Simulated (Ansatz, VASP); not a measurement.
Two plane-wave programs on Ag

```
Ag
1.0
     0.00000    2.04275    2.04275
     2.04275    0.00000    2.04275
     2.04275    2.04275    0.00000
Ag
1
Direct
  0.00000 0.00000 0.00000
```

Alike in both runs: task band structure; functional r2SCAN; k mesh 11 × 11 × 11; occupations fermi-dirac, width 0.05 eV; no spin polarisation.

|  | VASP | Ansatz |
| --- | --- | --- |
| version | VASP 6.6.1 | Ansatz 0.2.0 |
| potentials or method | VASP PAW PBE potentials, release 64 (Ag) | Ansatz PAW |
| plane-wave cutoff (eV) | 520 | 500 |
| valence electrons in the cell | 11 | 19 |

|  | VASP | Ansatz | Ansatz less VASP |
| --- | --- | --- | --- |
| gap on the k mesh at the Fermi level (eV) | none | none | - |
| pressure (GPa) | 1.4 | 1.2 | -0.14 |

A gap of «none» marks a metal or a gap that the smearing closes. The two sets of potentials don't hold the same shells in valence.

Caveats: the PAW data sets were made with another functional, which shifts forces and pressure a little (VASP); the PAW data sets come from PBE, with cores solved anew for the run's functional, which leaves a small shift of forces and pressure (Ansatz).
